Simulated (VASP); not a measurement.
# SrO (Fm-3m) in VASP: further runs, part 2 of 2

VASP 6.6.1. The steps go on from the part before.

### 3 Relaxation of the atoms, PBE

Input file INCAR:

```
SYSTEM = SrO
ALGO     = Normal         ! electronic algorithm
EDIFF    = 1E-7           ! SCF threshold, eV
EDIFFG   = -0.01          ! ionic threshold
ENCUT    = 300            ! plane-wave cutoff, eV
GGA      = PE             ! functional
IBRION   = 2              ! ionic algorithm
ISIF     = 2              ! what is computed and relaxed
ISMEAR   = 0              ! smearing method
LASPH    = .True.         ! aspherical terms in the spheres
LCHARG   = .False.        ! write CHGCAR
LREAL    = .False.        ! projectors in reciprocal space
LWAVE    = .False.        ! write WAVECAR
NELM     = 80             ! most SCF steps
NSW      = 40             ! ionic steps
PREC     = Accurate       ! precision mode
SIGMA    = 0.03           ! smearing width, eV
```

Input file KPOINTS:

```
k-points
0
Gamma
  5 5 5
  0 0 0
```

Input file POSCAR:

```
SrO                                     
1.0
   -0.0000000000      2.5932696084      2.5932696084
    2.5932696084      0.0000000000      2.5932696084
    2.5932696084      2.5932696084     -0.0000000000
  Sr              O             
     1     1
Direct
     0.5000000000000000    0.5000000000000000    0.5000000000000000
     0.0000000000000000    0.0000000000000000    0.0000000000000000
```

Potentials or basis: VASP PAW PBE potentials, release 64 (Sr_sv, O_s).

Started as:

```sh
> cat potpaw_PBE.64/Sr_sv/POTCAR potpaw_PBE.64/O_s/POTCAR > POTCAR
> mpirun -np 1 vasp_std > vasp.out
```

Run time: 2.6 s. Hardware: 1 thread of Intel Xeon 6975P-C (Granite Rapids), shared host; peak memory 0.13 GiB.

Results (log left out):

```yaml
Free_energy: -12.0561 eV
Band_gap_on_the_k_mesh: 3.47 eV, indirect (least direct gap 3.59 eV)
```

Final structure:
```xyz
2
Lattice="0.0000 2.5933 2.5933 2.5933 0.0000 2.5933 2.5933 2.5933 0.0000" Properties=species:S:1:pos:R:3 pbc="T T T"
Sr    2.5933    2.5933    2.5933
O     0.0000    0.0000    0.0000
```

Levels at points of the mesh, in eV from the valence-band top:
```
           k point  band 5  band 6  band 7  band 8  band 9  band 10  band 11  band 12
(0.00, 0.00, 0.00)  -14.14    0.00    0.00    0.00    3.80     6.16     6.16     6.16
```

Caveat: the cutoff is under 1.25 times the usual one of these potentials, so pressure, stress and relaxed cells hold a basis-set (Pulay) error; the relaxation stopped at its first step, so nothing moved; an odd mesh through Γ misses points on the zone boundary, where band edges often lie.

### 4 Relaxation of the atoms, PBE (a relaxed cell with its volume scaled by 1.02)

INCAR is that of step 3.

KPOINTS is that of step 3.

Input file POSCAR:

```
SrO                                     
1.0
   -0.0000000000      2.6104440798      2.6104440798
    2.6104440798      0.0000000000      2.6104440798
    2.6104440798      2.6104440798     -0.0000000000
  Sr              O             
     1     1
Direct
     0.5000000000000000    0.5000000000000000    0.5000000000000000
     0.0000000000000000    0.0000000000000000    0.0000000000000000
```

Potentials or basis: VASP PAW PBE potentials, release 64 (Sr_sv, O_s).

Started as:

```sh
> cat potpaw_PBE.64/Sr_sv/POTCAR potpaw_PBE.64/O_s/POTCAR > POTCAR
> mpirun -np 1 vasp_std > vasp.out
```

OUTCAR:

```text
SYSTEM = SrO
   EDIFF = 1E-7
   EDIFFG = -0.01
   ENCUT = 300
   GGA = PE
   IBRION = 2
   ISIF = 2
   ISMEAR = 0
   LASPH = .True.
   LREAL = .False.
   NELM = 80
   NSW = 40
   PREC = Accurate

 ion  position               nearest neighbor table
   1  0.500  0.500  0.500-   2 2.61   2 2.61   2 2.61   2 2.61   2 2.61   2 2.61
   2  0.000  0.000  0.000-   1 2.61   1 2.61   1 2.61   1 2.61   1 2.61   1 2.61

  LATTYP: Found a face centered cubic cell.
[... 328 lines left out ...]

  FORCE on cell =-STRESS in cart. coord.  units (eV):
  Direction    XX          YY          ZZ          XY          YZ          ZX
  --------------------------------------------------------------------------------------
  -------------------------------------------------------------------------------------
  Total       -0.3641318     -0.3641318     -0.3641318      0.0000000     -0.0000000     -0.0000000
  in kB      -16.3981953    -16.3981953    -16.3981953      0.0000000     -0.0000000     -0.0000000
  external PRESSURE =     -16.3981953 kB  Pullay stress =       0.0000000 kB

 VOLUME and BASIS-vectors are now :
 -----------------------------------------------------------------------------
  energy-cutoff  :      300.00
  volume of cell :       35.58
      direct lattice vectors                 reciprocal lattice vectors
     0.000000000  2.610444080  2.610444080    -0.191538292  0.191538292  0.191538292
     2.610444080  0.000000000  2.610444080     0.191538292 -0.191538292  0.191538292
     2.610444080  2.610444080  0.000000000     0.191538292  0.191538292 -0.191538292

 POSITION                                       TOTAL-FORCE (eV/Angst)
 -----------------------------------------------------------------------------------
      2.61044      2.61044      2.61044         0.000000     -0.000000     -0.000000
      0.00000      0.00000      0.00000        -0.000000      0.000000      0.000000
 -----------------------------------------------------------------------------------
    total drift:                                0.000000     -0.000000     -0.000000

  FREE ENERGIE OF THE ION-ELECTRON SYSTEM (eV)
  ---------------------------------------------------
  free  energy   TOTEN  =       -12.0565600432 eV

  energy  without entropy=      -12.0565600432  energy(sigma->0) =      -12.05656004

 reached required accuracy - stopping structural energy minimisation
```

OSZICAR:

```text
N       E                     dE             d eps       ncg     rms          rms(c)
DAV:   1     0.490898319087E+02    0.49090E+02   -0.59784E+03   240   0.829E+02
DAV:   2    -0.112373544421E+02   -0.60327E+02   -0.58265E+02   288   0.222E+02
DAV:   3    -0.142616961373E+02   -0.30243E+01   -0.30200E+01   428   0.404E+01
DAV:   4    -0.142704697474E+02   -0.87736E-02   -0.87735E-02   276   0.221E+00
DAV:   5    -0.142705537886E+02   -0.84041E-04   -0.84041E-04   328   0.138E-01    0.157E+01
DAV:   6    -0.121712529207E+02    0.20993E+01   -0.10761E+01   284   0.291E+01    0.234E+01
DAV:   7    -0.120717368690E+02    0.99516E-01   -0.63746E-01   292   0.677E+00    0.155E+01
DAV:   8    -0.120575853462E+02    0.14152E-01   -0.19069E-01   272   0.500E+00    0.146E+00
DAV:   9    -0.120549939721E+02    0.25914E-02   -0.18423E-02   296   0.125E+00    0.824E-01
DAV:  10    -0.120565139835E+02   -0.15200E-02   -0.30541E-03   252   0.470E-01    0.164E-01
DAV:  11    -0.120565377366E+02   -0.23753E-04   -0.34917E-04   320   0.143E-01    0.104E-01
DAV:  12    -0.120565569996E+02   -0.19263E-04   -0.54071E-05   252   0.820E-02    0.148E-02
DAV:  13    -0.120565606320E+02   -0.36323E-05   -0.10534E-05   276   0.297E-02    0.157E-02
DAV:  14    -0.120565600738E+02    0.55818E-06   -0.13615E-06   276   0.118E-02    0.463E-03
DAV:  15    -0.120565600432E+02    0.30543E-07   -0.26657E-07   248   0.432E-03
   1 F= -.12056560E+02 E0= -.12056560E+02  d E =-.120566E+02
```

Run time: 2.5 s. Hardware: 1 thread of Intel Xeon 6975P-C (Granite Rapids), shared host; peak memory 0.13 GiB.

What came out:

| Quantity | Value |
| --- | --- |
| Free energy | -12.0566 eV |
| Band gap on the k mesh | 3.47 eV, indirect (least direct gap 3.60 eV) |

Final structure:
```xyz
2
Lattice="0.0000 2.6104 2.6104 2.6104 0.0000 2.6104 2.6104 2.6104 0.0000" Properties=species:S:1:pos:R:3 pbc="T T T"
Sr    2.6104    2.6104    2.6104
O     0.0000    0.0000    0.0000
```

Caveat: the cutoff is under 1.25 times the usual one of these potentials, so pressure, stress and relaxed cells hold a basis-set (Pulay) error; the relaxation stopped at its first step, so nothing moved; an odd mesh through Γ misses points on the zone boundary, where band edges often lie.

### 5 Relaxation of the atoms, PBE (a relaxed cell with its volume scaled by 1.04)

INCAR is that of step 4.

KPOINTS is that of step 4.

Input file POSCAR:

```
SrO                                     
1.0
   -0.0000000000      2.6273954904      2.6273954904
    2.6273954904      0.0000000000      2.6273954904
    2.6273954904      2.6273954904     -0.0000000000
  Sr              O             
     1     1
Direct
     0.5000000000000000    0.5000000000000000    0.5000000000000000
     0.0000000000000000    0.0000000000000000    0.0000000000000000
```

Started as:

```sh
> cat potpaw_PBE.64/Sr_sv/POTCAR potpaw_PBE.64/O_s/POTCAR > POTCAR
> mpirun -np 1 vasp_std > vasp.out
```

It took 2.5 s on 1 thread of Intel Xeon 6975P-C (Granite Rapids), shared host; peak memory 0.13 GiB.

The run converged. Its results:

* Free energy: -12.0512 eV
* Band gap on the k mesh: 3.47 eV, indirect (least direct gap 3.54 eV)

Final structure:
```
CELL_PARAMETERS angstrom
0.00000 2.62740 2.62740
2.62740 0.00000 2.62740
2.62740 2.62740 0.00000
ATOMIC_POSITIONS crystal
Sr 0.50000 0.50000 0.50000
O 0.00000 0.00000 0.00000
```

Levels at points of the mesh, in eV from the valence-band top:
```tsv
k point	band 4	band 5	band 6	band 7	band 8	band 9	band 10	band 11	band 12
(0.00, 0.00, 0.00)	-14.32	-14.32	0.00	0.00	0.00	3.54	6.07	6.07	6.07
```

Caveat: the cutoff is under 1.25 times the usual one of these potentials, so pressure, stress and relaxed cells hold a basis-set (Pulay) error; the relaxation stopped at its first step, so nothing moved; an odd mesh through Γ misses points on the zone boundary, where band edges often lie.

### 6 Overview

```tsv
cell	mesh quality	gap on the mesh (eV)
atoms relaxed from: a relaxed cell with its volume scaled by 0.98	coarse	3.46
atoms relaxed	not flagged	3.47
atoms relaxed from: a relaxed cell with its volume scaled by 1.02	not flagged	3.47
atoms relaxed from: a relaxed cell with its volume scaled by 1.04	not flagged	3.47
```

Alike in all rows: task relaxation of the atoms; level PBE; potentials or basis VASP PAW PBE potentials, release 64 (Sr_sv, O_s); no spin polarisation; k mesh 5 × 5 × 5; cutoff (eV) 300; smearing gaussian 0.03 eV.

Caveats: some runs use coarse meshes; the cutoff is under 1.25 times the usual one of these potentials, so pressure, stress and relaxed cells hold a basis-set (Pulay) error; the relaxation stopped at its first step, so nothing moved; an odd mesh through Γ misses points on the zone boundary, where band edges often lie.

Absolute energies hang on the potentials; compare differences alone.
